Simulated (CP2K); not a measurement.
Runs of CP2K 2026.2 on Pd. Symmetry: Fm-3m, No. 225, cubic system. The conventional cell has a = 3.893 Å, b = 3.893 Å, c = 3.893 Å, α = 90.00°, β = 90.00°, γ = 90.00°. Pd (site symmetry m-3m) has 12 Pd at 2.75 Å as nearest neighbours. 

```tsv
level	potentials or basis	smearing	EPS_DEFAULT	NGRIDS	basis sets	potentials	points a segment of the path (NPOINTS)	gap on the mesh (eV)	pressure (GPa)
PBE	POTENTIAL_UZH Pd GTH-PBE-q18; TZVP-MOLOPT-PBE-GTH basis	fermi-dirac 0.1 eV	1.0E-10	5	Pd TZVP-MOLOPT-PBE-GTH-q18	Pd GTH-PBE-q18 of POTENTIAL_UZH	8	none	(b)
r2SCAN	POTENTIAL_UZH Pd GTH-SCAN-q18; TZVP-MOLOPT-SCAN-GTH basis	fermi-dirac 0.05 eV	1.0E-9	4	Pd TZVP-MOLOPT-SCAN-GTH-q18	Pd GTH-SCAN-q18 of POTENTIAL_UZH	10	none	(a)
PBEsol	POTENTIAL_UZH Pd GTH-PBE-q18; TZVP-MOLOPT-PBE-GTH basis	fermi-dirac 0.01 eV	1.0E-9	5	Pd TZVP-MOLOPT-PBE-GTH-q18	Pd GTH-PBE-q18 of POTENTIAL_UZH	6	none	-1.1
PBE	POTENTIAL_UZH Pd GTH-PBE-q18; TZVP-MOLOPT-PBE-GTH basis	fermi-dirac 0.0259 eV	1.0E-10	4	Pd TZVP-MOLOPT-PBE-GTH-q18	Pd GTH-PBE-q18 of POTENTIAL_UZH	6	none	8.8
LDA	GTH_POTENTIALS Pd GTH-PADE-q18; TZVP-MOLOPT-PBE-GTH basis	fermi-dirac 0.0259 eV	1.0E-10	5	Pd TZVP-MOLOPT-PBE-GTH-q18	Pd GTH-PADE-q18 of GTH_POTENTIALS	10	none	-12.7
TB-mBJ	POTENTIAL_UZH Pd GTH-PBE-q18; TZVP-MOLOPT-PBE-GTH basis	fermi-dirac 0.1 eV	1.0E-9	4	Pd TZVP-MOLOPT-PBE-GTH-q18	Pd GTH-PBE-q18 of POTENTIAL_UZH	6	none	-
```

Alike in all rows: task band structure; no spin polarisation; cell as given; k mesh 12 × 12 × 12.

Fill in the values left out.

(a) 8.7; (b) 9.3.

Caveats: the basis of atomic orbitals isn't converged, which shifts pressures, moduli and gaps; the potentials were made for another functional, which shifts forces and pressure (some runs); this is a model potential without an energy functional, so only levels have meaning (some runs).

A k mesh can miss the band edges, and the runs leave out spin-orbit coupling on Pd.

A gap of «none» marks a metal or a gap under the smearing width.
